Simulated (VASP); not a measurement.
Crystal: Ge.

```
Ge
1.0
     0.00000    2.82891    2.82891
     2.82891    0.00000    2.82891
     2.82891    2.82891    0.00000
Ge
2
Direct
  0.75000 0.75000 0.75000
  0.50000 0.50000 0.50000
```

| Property | Result |
| --- | --- |
| Program | VASP 6.6.1 |
| Task | relaxation of cell and atoms |
| Functional | BLYP |
| Potentials or basis | VASP PAW PBE potentials, release 64 (Ge_d) |
| Cutoff | 600 eV |
| k mesh | 8 × 8 × 8 |
| Occupations | fermi-dirac, width 0.05 eV |
| Spin | no spin polarisation |

At the start: pressure 7.5 GPa; volume 22.64 Å³/atom.

How do energy, volume and symmetry change on relaxing?

Over 3 steps the energy falls by 60.9 meV/atom and the volume is 25.60 Å³/atom (+13.1 %); space group Fd-3m (No. 227, to 0.05 Å).

Step by step:
```csv
step,energy change (eV),largest force (eV/Å),pressure (GPa),volume (Å³)
1,0.0000,0.0000,7.52,45.28
2,-0.1161,0.0000,-0.94,52.60
3,-0.1218,0.0000,-0.06,51.21
```

Final structure:
```xyz
2
Lattice="0.0000 2.9473 2.9473 2.9473 0.0000 2.9473 2.9473 2.9473 0.0000" Properties=species:S:1:pos:R:3 pbc="T T T"
Ge    4.4210    4.4210    4.4210
Ge    2.9473    2.9473    2.9473
```

The cell as given is a measured one (22.64 Å³/atom); BLYP puts the equilibrium volume +13.1 % from it, thermal expansion not counted.

Caveat: the PAW data sets were made with another functional, which shifts forces and pressure a little; the volume moved by +13 % from the deposited cell, more than functionals usually miss.
